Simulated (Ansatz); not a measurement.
# What Zn vacancy, symmetric start does to ZnTe

Start from a 24-atom supercell of ZnTe in the zinc blende structure (space group F-43m, No. 216; a = 6.0657 Å) at its relaxed geometry.

Now apply this change: a neutral Zn vacancy, symmetric start, atoms relaxed at fixed cell.

Calculations: PBEsol (Ansatz, a first-principles code), no SOC. k-mesh 4×3×4 (Γ-centred); smearing 0.01 eV (Fermi–Dirac).

```csv
quantity,base,changed,shift
pressure,0.0 GPa,-1.5 GPa,-1.5 GPa
gap of the supercell,1.24 eV,zero,–
energy gained by relaxation,–,0.18 eV,–
mean distance from the defect site to its nearest host atoms,2.63 Å,2.46 Å,-0.17 Å
```

Other magnetic orders, which the real material may have, were not ruled out. The cell is small, so the values are those of an ordered compound at a high defect concentration; dilute-limit values will differ. The mesh was chosen for an insulator and is coarse for the gapless case. The defect started on the symmetric site and kept its symmetry, so it may sit on a saddle. With Te present, leaving out spin-orbit coupling can change the band edges. Starting moments died away, wholly or in part, for Zn vacancy; another magnetic solution may exist. The defect cell is spin-polarised and ends with 0.0 μB.
